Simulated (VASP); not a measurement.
# CdS (Greenockite) (P6_3mc) in VASP: a series of runs

Runs on CdS (Greenockite). Level: r2SCAN. Tasks: single point.

Program: VASP 6.6.1. These are calculated values, not measurements. Logs are shortened: lines on timing, memory, paths and dates and some standing lists are left out, and cuts for length are marked.

**The experiment to reproduce.**

“Isotope dependence of band-gap energy”, 2008, arxiv:0807.2152 quotes, for a bulk crystal of CdS: band gap 2.5809 ± 0.0002 eV.

How close the calculation comes is told below.

### 1 The structure

Symmetry: P6_3mc, No. 186, hexagonal system. Conventional cell: a = 4.150 Å, b = 4.150 Å, c = 6.737 Å, α = 90.00°, β = 90.00°, γ = 120.00°. Cd (site symmetry 3m) is surrounded by 4 S at 2.53 to 2.54 Å. Around S (site symmetry 3m) lie 4 Cd at 2.53 to 2.54 Å.

### 2 Single point, r2SCAN

Contents of POSCAR:

```
CdS
1.0
    4.1500000000      0.0000000000      0.0000000000
   -2.0750000000      3.5940054257      0.0000000000
    0.0000000000      0.0000000000      6.7370000000
Cd S
2 2
Direct
    0.3333333333      0.6666666667      0.0000000000
    0.6666666667      0.3333333333      0.5000000000
    0.3333333333      0.6666666667      0.3750000000
    0.6666666667      0.3333333333      0.8750000000
```

Contents of INCAR.step1:

```
PREC = Accurate
ENCUT = 520
ISMEAR = 0
SIGMA = 0.1
LREAL = False
LASPH = True
NELM = 100
NBANDS = 26
GGA = PE
ALGO = Normal
EDIFF = 1E-4
LWAVE = True
LCHARG = False
```

Contents of INCAR.step2:

```
PREC = Accurate
ENCUT = 520
EDIFF = 1E-7
ISMEAR = 0
SIGMA = 0.1
LREAL = False
LASPH = True
NELM = 100
ALGO = Normal
ISIF = 2
LWAVE = False
LCHARG = False
METAGGA = R2SCAN
LMIXTAU = True
NBANDS = 26
ISTART = 1
```

Contents of KPOINTS:

```
Automatic mesh
0
Gamma
  6 6 4
```

Potentials or basis: VASP PAW PBE potentials, release 64 (Cd, S).

Run with:

```sh
cat potpaw_PBE.64/Cd/POTCAR potpaw_PBE.64/S/POTCAR > POTCAR
cp INCAR.step1 INCAR
mpirun -np 1 vasp_std > vasp.out
cp INCAR.step2 INCAR
mpirun -np 1 vasp_std > vasp.out
```

OUTCAR:

```text
PREC = Accurate
   ENCUT = 520
   EDIFF = 1E-7
   ISMEAR = 0
   LREAL = False
   LASPH = True
   NELM = 100
   ISIF = 2
   METAGGA = R2SCAN
   ISTART = 1

 ion  position               nearest neighbor table
   1  0.333  0.667  0.000-   3 2.53   4 2.54   4 2.54   4 2.54
   2  0.667  0.333  0.500-   4 2.53   3 2.54   3 2.54   3 2.54
   3  0.333  0.667  0.375-   1 2.53   2 2.54   2 2.54   2 2.54
   4  0.667  0.333  0.875-   2 2.53   1 2.54   1 2.54   1 2.54

  LATTYP: Found a hexagonal cell.
 ALAT       =     4.1500000000
 C/A-ratio  =     1.6233734940

  Lattice vectors:

 A1 = (   4.1500000000,   0.0000000000,   0.0000000000)
 A2 = (  -2.0750000000,   3.5940054257,   0.0000000000)
 A3 = (   0.0000000000,   0.0000000000,   6.7370000000)

Analysis of symmetry for initial positions (statically):
=====================================================================
 Subroutine PRICEL returns:
 Original cell was already a primitive cell.

 Routine SETGRP: Setting up the symmetry group for a
 hexagonal supercell.

 Subroutine GETGRP returns: Found 12 space group operations
 (whereof  6 operations were pure point group operations)
 out of a pool of 24 trial point group operations.

The static configuration has the point symmetry C_3v.
 The point group associated with its full space group is C_6v.

Analysis of symmetry for dynamics (positions and initial velocities):
=====================================================================
 Subroutine PRICEL returns:
 Original cell was already a primitive cell.

 Routine SETGRP: Setting up the symmetry group for a
 hexagonal supercell.

 Subroutine GETGRP returns: Found 12 space group operations
 (whereof  6 operations were pure point group operations)
 out of a pool of 24 trial point group operations.

The dynamic configuration has the point symmetry C_3v.
 The point group associated with its full space group is C_6v.

 Subroutine INISYM returns: Found 12 space group operations
 (whereof  6 operations are pure point group operations),
 and found     1 'primitive' translations

----------------------------------------------------------------------------------------

                                     Primitive cell

  volume of cell :     100.4832

  direct lattice vectors                    reciprocal lattice vectors
     4.150000000  0.000000000  0.000000000     0.240963855  0.139120547  0.000000000
    -2.075000000  3.594005426  0.000000000     0.000000000  0.278241094  0.000000000
     0.000000000  0.000000000  6.737000000     0.000000000  0.000000000  0.148434021

  length of vectors
     4.150000000  4.150000000  6.737000000     0.278241094  0.278241094  0.148434021

  position of ions in fractional coordinates (direct lattice)
     0.333333333  0.666666667  0.000000000
     0.666666667  0.333333333  0.500000000
     0.333333333  0.666666667  0.375000000
     0.666666667  0.333333333  0.875000000

  ion indices of the primitive-cell ions
   primitive index   ion index
                 1           1
                 2           2
                 3           3
                 4           4

----------------------------------------------------------------------------------------

 KPOINTS: Automatic mesh

Automatic generation of k-mesh.
 Grid dimensions read from file:
 generate k-points for:    6    6    4

 Generating k-lattice:

  Cartesian coordinates                     Fractional coordinates (reciprocal lattice)
     0.040160643  0.023186758  0.000000000     0.166666667  0.000000000  0.000000000
     0.000000000  0.046373516  0.000000000     0.000000000  0.166666667  0.000000000
     0.000000000  0.000000000  0.037108505     0.000000000  0.000000000  0.250000000

  Length of vectors
     0.046373516  0.046373516  0.037108505

  Shift w.r.t. Gamma in fractional coordinates (k-lattice)
     0.000000000  0.000000000  0.000000000

 Subroutine IBZKPT returns following result:
 ===========================================

 Found     21 irreducible k-points:

 Following reciprocal coordinates:
            Coordinates               Weight
  0.000000  0.000000  0.000000      1.000000
  0.166667 -0.000000  0.000000      6.000000
  0.333333  0.000000  0.000000      6.000000
  0.500000 -0.000000  0.000000      3.000000
  0.166667  0.166667  0.000000      6.000000
  0.333333  0.166667  0.000000     12.000000
[... 13 lines left out ...]
  0.333333  0.166667  0.500000     12.000000
  0.333333  0.333333  0.500000      2.000000
   k-points           NKPTS =     21   k-points in BZ     NKDIM =     21   number of bands    NBANDS=     26
   number of dos      NEDOS =    301   number of ions     NIONS =      4
   total plane-waves  NPLWV =  51200
   dimension x,y,z NGX =    32 NGY =   32 NGZ =   50
   dimension x,y,z NGXF=    64 NGYF=   64 NGZF=  100
   ions per type =               2   2
   NGX,Y,Z   is equivalent  to a cutoff of  12.82, 12.82, 12.34 a.u.
   NGXF,Y,Z  is equivalent  to a cutoff of  25.64, 25.64, 24.68 a.u.
 SYSTEM =  unknown system
   PREC   = accura    normal or accurate (medium, high low for compatibility)
   ISTART =      1    job   : 0-new  1-cont  2-samecut
   ICHARG =      0    charge: 1-file 2-atom 10-const
   ISPIN  =      1    spin polarized calculation?
   LNONCOLLINEAR =      F non collinear calculations
   LSORBIT =      F    spin-orbit coupling
   LASPH  =      T    aspherical Exc in radial PAW
   ENCUT  =  520.0 eV  38.22 Ry    6.18 a.u.   7.72  7.72 12.53*2*pi/ulx,y,z
   NELM   =    100;   NELMIN=  2; NELMDL=  0     # of ELM steps
   EDIFF  = 0.1E-06   stopping-criterion for ELM
   LREAL  =      F    real-space projection
   EDIFFG = 0.1E-05   stopping-criterion for IOM
   NSW    =      0    number of steps for IOM
   IBRION =     -1    ionic relax: 0-MD 1-quasi-New 2-CG
   NFREE  =      0    steps in history (QN), initial steepest desc. (CG)
   ISIF   =      2    stress and relaxation
   ISYM   =      2    0-nonsym 1-usesym 2-fastsym
   POTIM  = 0.5000    time-step for ionic-motion
   TEBEG  =    0.0;   TEEND  =   0.0 temperature during run
   PSTRESS=    0.0 pullay stress
   NELECT =      36.0000    total number of electrons
   NUPDOWN=      -1.0000    fix difference up-down
   EMIN   =  10.00;   EMAX   =-10.00  energy-range for DOS
   EFERMI =   0.00;   METHOD = LEGACY
   ISMEAR =     0;   SIGMA  =   0.10  broadening in eV -4-tet -1-fermi 0-gaus
   EFERMI_NEDOS =   21; number of points for ismear=-14 and -15
   IALGO  =     38    algorithm
   IMIX   =      4    mixing-type and parameters
     AMIX     =   0.40;   BMIX     =  1.00
     AMIX_MAG =   1.60;   BMIX_MAG =  1.00
  volume/ion in A,a.u.               =      25.12       169.52
  Fermi-wavevector in a.u.,A,eV,Ry     =   1.162727  2.197236 18.394190  1.351935
  Thomas-Fermi vector in A             =   2.299285
   LORBIT       =      0    0 simple, 1 ext, 2 COOP (PROOUT), +10 PAW based schemes
   METAGGA = R2SCAN    functional components
   LHFCALC =     F    Hartree Fock is set to
   AEXX    =    0.0000 exact exchange contribution
   IVDW    =     0    specifies the selected vdW correction
   LEPSILON=     F    determine dielectric tensor
   LRPA    =     F    only Hartree local field effects (RPA)
 non-spin polarized calculation
 Gauss-broadening in eV      SIGMA  =   0.10
  energy-cutoff  :      520.00
  volume of cell :      100.48
 maximum number of plane-waves:      2731
 NGX is ok and might be reduce to    32
   NGX = 15   NGY = 15   NGZ = 25

 number of electron      35.9999996 magnetization

 Free energy of the ion-electron system (eV)
  ---------------------------------------------------
  ext. energy  EPLUGINS =         0.00000000
  ---------------------------------------------------
  free energy    TOTEN  =       -59.37508175 eV

  energy without entropy =      -59.37508175  energy(sigma->0) =      -59.37508175

 E-fermi :   1.4206     XC(G=0):  -9.6647

 val. band max:        0.9408079354   @ k =   0.0000   0.0000   0.0000
 cond. band min:       2.5932130602   @ k =   0.0000   0.0000   0.0000
 fundamental gap:      1.6524051248
 Fermi energy:         1.4205868668

 k-point     1 :       0.0000    0.0000    0.0000
  band No.  band energies     occupation
      1     -11.8587      2.00000
      2     -11.4309      2.00000
      3      -6.9707      2.00000
      4      -6.9481      2.00000
      5      -6.9481      2.00000
      6      -6.8554      2.00000
[... 18 lines left out ...]
     25       9.0801      0.00000
     26       9.0874      0.00000

 k-point     2 :       0.1667   -0.0000    0.0000
  band No.  band energies     occupation
      1     -11.7658      2.00000
      2     -11.3917      2.00000
      3      -6.9356      2.00000
      4      -6.9110      2.00000
      5      -6.8737      2.00000
      6      -6.8071      2.00000
[... 18 lines left out ...]
     25       8.9984      0.00000
     26       9.6701      0.00000

 k-point     3 :       0.3333    0.0000    0.0000
  band No.  band energies     occupation
      1     -11.5651      2.00000
      2     -11.3266      2.00000
      3      -6.8770      2.00000
      4      -6.8536      2.00000
      5      -6.7274      2.00000
      6      -6.6922      2.00000
[... 18 lines left out ...]
     25       9.7080      0.00000
     26      10.4135      0.00000

 k-point     4 :       0.5000   -0.0000    0.0000
  band No.  band energies     occupation
      1     -11.4462      2.00000
      2     -11.3122      2.00000
      3      -6.8582      2.00000
      4      -6.8355      2.00000
      5      -6.6408      2.00000
      6      -6.6388      2.00000
[... 18 lines left out ...]
     25       9.8128      0.00000
     26      11.7547      0.00000
[... 409 lines left out ...]
      1     -11.4710      2.00000
      2     -11.4710      2.00000
      3      -6.8238      2.00000
      4      -6.8238      2.00000
      5      -6.7931      2.00000
      6      -6.7931      2.00000
[... 18 lines left out ...]
     25       9.4547      0.00000
     26       9.4547      0.00000

 k-point    20 :       0.3333    0.1667    0.5000
  band No.  band energies     occupation
      1     -11.3700      2.00000
      2     -11.3700      2.00000
      3      -6.7965      2.00000
      4      -6.7965      2.00000
      5      -6.7432      2.00000
      6      -6.7432      2.00000
[... 18 lines left out ...]
     25       9.9377      0.00000
     26       9.9377      0.00000

 k-point    21 :       0.3333    0.3333    0.5000
  band No.  band energies     occupation
      1     -11.3375      2.00000
      2     -11.3375      2.00000
      3      -6.7669      2.00000
      4      -6.7669      2.00000
      5      -6.7423      2.00000
      6      -6.7423      2.00000
[... 18 lines left out ...]
     25      10.7087      0.00000
     26      10.7087      0.00000

------------------------ aborting loop because EDIFF is reached ----------------------------------------

  FORCE on cell =-STRESS in cart. coord.  units (eV):
  Direction    XX          YY          ZZ          XY          YZ          ZX
  --------------------------------------------------------------------------------------
  -------------------------------------------------------------------------------------
  Total        0.5089954      0.5089954      0.8881313      0.0000000      0.0000000      0.0000000
  in kB        8.1157943      8.1157943     14.1610155      0.0000000      0.0000000      0.0000000
  external PRESSURE =      10.1308680 kB  Pullay stress =       0.0000000 kB

 VOLUME and BASIS-vectors are now :
 -----------------------------------------------------------------------------
  energy-cutoff  :      520.00
  volume of cell :      100.48
      direct lattice vectors                 reciprocal lattice vectors
     4.150000000  0.000000000  0.000000000     0.240963855  0.139120547  0.000000000
    -2.075000000  3.594005426  0.000000000     0.000000000  0.278241094  0.000000000
     0.000000000  0.000000000  6.737000000     0.000000000  0.000000000  0.148434021

 POSITION                                       TOTAL-FORCE (eV/Angst)
 -----------------------------------------------------------------------------------
     -0.00000      2.39600      0.00000        -0.000000     -0.000000     -0.071976
      2.07500      1.19800      3.36850         0.000000     -0.000000     -0.071976
     -0.00000      2.39600      2.52637        -0.000000     -0.000000      0.071976
      2.07500      1.19800      5.89487         0.000000      0.000000      0.071976
 -----------------------------------------------------------------------------------
    total drift:                               -0.000000     -0.000000     -0.005652

  FREE ENERGIE OF THE ION-ELECTRON SYSTEM (eV)
  ---------------------------------------------------
  free  energy   TOTEN  =       -59.3750817488 eV

  energy  without entropy=      -59.3750817488  energy(sigma->0) =      -59.37508175
```

Wall time 1.9 min (1 thread of Intel Xeon Platinum 8559C (Emerald Rapids), shared host); peak memory 0.25 GiB.

Results:

| Item | Value |
| --- | --- |
| Free energy | -59.3751 eV |
| Pressure | 1.0 GPa |
| Largest force | 0.072 eV/Å |
| Band gap on the k mesh | 1.65 eV, direct |

Forces in eV/Å, atoms in the order of the input:
```
Cd   0.000  0.000 -0.072
Cd   0.000  0.000 -0.072
S    0.000  0.000  0.072
S    0.000  0.000  0.072
```

Levels at points of the mesh, in eV from the valence-band top:
```
           k point  band 15  band 16  band 17  band 18  band 19  band 20  band 21  band 22
(0.00, 0.00, 0.00)    -0.77    -0.04     0.00     0.00     1.65     3.25     6.99     6.99
(0.50, 0.00, 0.00)    -2.67    -1.89    -1.31    -0.74     4.18     4.25     5.42     6.88
(0.00, 0.00, 0.50)    -0.40    -0.40    -0.40    -0.40     3.30     3.30     6.65     6.65
(0.50, 0.00, 0.50)    -1.35    -1.35    -1.34    -1.34     3.87     3.87     5.81     5.81
```

Caveat: the PAW data sets were made with another functional, which shifts forces and pressure a little.

(Continued in part 2 of 3.)
